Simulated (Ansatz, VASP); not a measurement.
# Two plane-wave programs on CaSe

File INCAR:

```
SYSTEM = CaSe
PREC = Accurate
ENCUT = 520
EDIFF = 1E-7
ISMEAR = -1
SIGMA = 0.05
LREAL = .FALSE.
LASPH = .TRUE.
NELM = 100
ALGO = Normal
ISIF = 2
LWAVE = .FALSE.
LCHARG = .FALSE.
GGA = PE
NBANDS = 15
```

KPOINTS

```
Automatic mesh
0
G
  8 8 8
  0 0 0
```

The input POSCAR:

```
CaSe
1.0
    0.0000000000      2.8956565374      2.8956565374
    2.8956565374      0.0000000000      2.8956565374
    2.8956565374      2.8956565374      0.0000000000
Se Ca
1 1
Direct
    0.5000000000      0.5000000000      0.5000000000
    0.0000000000      0.0000000000      0.0000000000
```

The input input.yaml:

```yaml
crystal:
  lattice:
    - [0.0, 2.8956565374, 2.8956565374]
    - [2.8956565374, 0.0, 2.8956565374]
    - [2.8956565374, 2.8956565374, 0.0]
  atoms:
    - { symbol: Se, position: [0.5, 0.5, 0.5] }
    - { symbol: Ca, position: [0.0, 0.0, 0.0] }
hamiltonian:
  xc: pbe
  pseudopotentials: { kind: paw }
kpoints:
  mp_grid: { grid: [8, 8, 8] }
scf:
  occupations: { method: fermi_dirac, width: 0.05 }
output:
  forces: true
  stress: true
  eigenvalues: true
```

Change from the starting cell: volume scaled by 0.94.

Alike in both runs: task single point; functional PBE; k mesh 8 × 8 × 8; occupations fermi-dirac, width 0.05 eV; no spin polarisation.

```csv
,VASP,Ansatz
version,VASP 6.6.1,Ansatz 0.2.0
potentials or method,"VASP PAW PBE potentials, release 64 (Se, Ca_sv)",Ansatz PAW
plane-wave cutoff (eV),520,420
valence electrons in the cell,16,26
```

```csv
,VASP,Ansatz,Ansatz less VASP
gap on the k mesh at the Fermi level (eV),1.86,1.87,+0.012
least direct gap on the mesh (eV),2.85,2.86,+0.010
pressure (GPa),5.1,4.9,-0.23
```

The two sets of potentials don't hold the same shells in valence.

A k mesh can miss the band edges.
